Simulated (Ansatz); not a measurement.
# SiNi: frozen-core PAW against all-electron methods

```
Si Ni
1.0
     3.02662    0.00000    0.00000
     0.00000    3.27350    0.00000
     0.00000    0.00000    4.69776
Si Ni
2 2
Direct
  0.50000 0.50000 0.84230
  0.00000 0.00000 0.15770
  0.50000 0.50000 0.34422
  0.00000 0.00000 0.65578
```

Atom numbers follow the list: Si1, Si2, Ni3, Ni4.

The cell comes from COD entry 2300377, which wasn't checked; take it as a given geometry.

All numbers are computed: DFT, LDA, PAW with Ansatz's default frozen-core files, scalar-relativistic (Ansatz 0.2.0); DFT, LDA, all-electron PAW with datasets made for the crystal, scalar-relativistic (Ansatz 0.2.0); DFT, LDA, all-electron LAPW, scalar-relativistic (Ansatz 0.2.0).

For PAW: a Γ-centred 11×10×7 k mesh, Fermi–Dirac smearing of 0.05 eV, cutoff 420 eV, spin-polarised from start moments Ni3 1.5, Ni4 1.5 μB (the moments died away, and the run ended non-magnetic); the PAW files were made with PBE, and the program remakes their frozen cores for this functional. The crystal-made all-electron datasets (AE datasets) take a cutoff of 320 eV at this cell. LAPW targets a basis error of 1 meV/atom. The Ansatz runs share mesh, smearing and spin set-up. Plane-wave (PAW) pressures include the program's estimate of the Pulay term.

Stress and pressure are positive in compression.

Levels count from the Fermi level.

```csv
quantity,PAW,AE datasets,LAPW
pressure (GPa),-9.91,-9.95,-9.95
stress xx (GPa),-8.97,-8.99,-8.99
stress yy (GPa),-9.75,-9.76,-9.77
stress zz (GPa),-11.02,-11.09,-11.10
"force on Si1, z (eV/Å)",-0.181,-0.183,-0.184
"force on Ni3, z (eV/Å)",-0.180,-0.179,-0.179
highest filled level at Z (eV),-2.007,-2.012,-2.012
lowest empty level at Z (eV),1.308,1.311,1.311
highest filled level at X (eV),-1.600,-1.607,-1.607
lowest empty level at X (eV),1.664,1.667,1.667
highest filled level at Γ (eV),-1.044,-1.046,-1.046
lowest empty level at Γ (eV),0.777,0.774,0.774
```

PAW's pressure differs from the LAPW value by +0.04 GPa. Datasets made for the crystal and LAPW share parts of one code, so their agreement isn't an independent check.
